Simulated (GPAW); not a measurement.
A run of GPAW 26.7.0:

The input run.py:

```python
from ase.dft.bandgap import bandgap
from ase.io import read, write
from ase.units import GPa
from gpaw import GPAW, PW, setup_paths

setup_paths.insert(0, '.')

atoms = read('POSCAR')

calc = GPAW(mode=PW(800),
            xc='PBE',
            kpts={'size': (8, 9, 8), 'gamma': True},
            occupations={'name': 'fermi-dirac', 'width': 0.05},
            setups='sg15',
            nbands=-7,
            convergence={'density': 1e-05, 'energy': 1e-05},
            maxiter=80,
            txt='gpaw.txt')
atoms.calc = calc
energy = atoms.get_potential_energy()
forces = atoms.get_forces()
stress = atoms.get_stress()
calc.write('gs.gpw')
write('result.traj', atoms)
print(f'Energy: {energy:.6f} eV')
print('Forces (eV/A):')
print(forces.round(4))
print('Stress (GPa):', (stress / GPa).round(3))
print('Fermi level:', round(calc.get_fermi_level(), 4), 'eV')
print(f'Gap: {bandgap(calc)[0]:.4f} eV, direct: {bandgap(calc, direct=True)[0]:.4f} eV')
```

The input POSCAR:

```
AlN
1.0
   -0.0249150000      2.1474210000      2.2338350000
    2.1700680000      0.0034760000      2.2054440000
    2.1841700000      2.1331310000     -0.0106250000
Al N
1 1
Direct
    0.0000000000      0.0000000000      0.0000000000
    0.2500000000      0.2500000000      0.2500000000
```

Potentials or basis: SG15 ONCV 1.2, pw.

Run with:

```bash
$ OMP_NUM_THREADS=1 python run.py
```

Hardware: 1 thread of Intel(R) Xeon(R) Platinum 8488C (Sapphire Rapids), on a shared host.

**Question.** How long does it take, and how much memory?

**Answer.** It took 61 s on 1 thread of Intel(R) Xeon(R) Platinum 8488C (Sapphire Rapids) (shared host), peak memory 0.25 GiB. Counts: scf iterations 9, plane waves 1083, bands 15, k points 290.
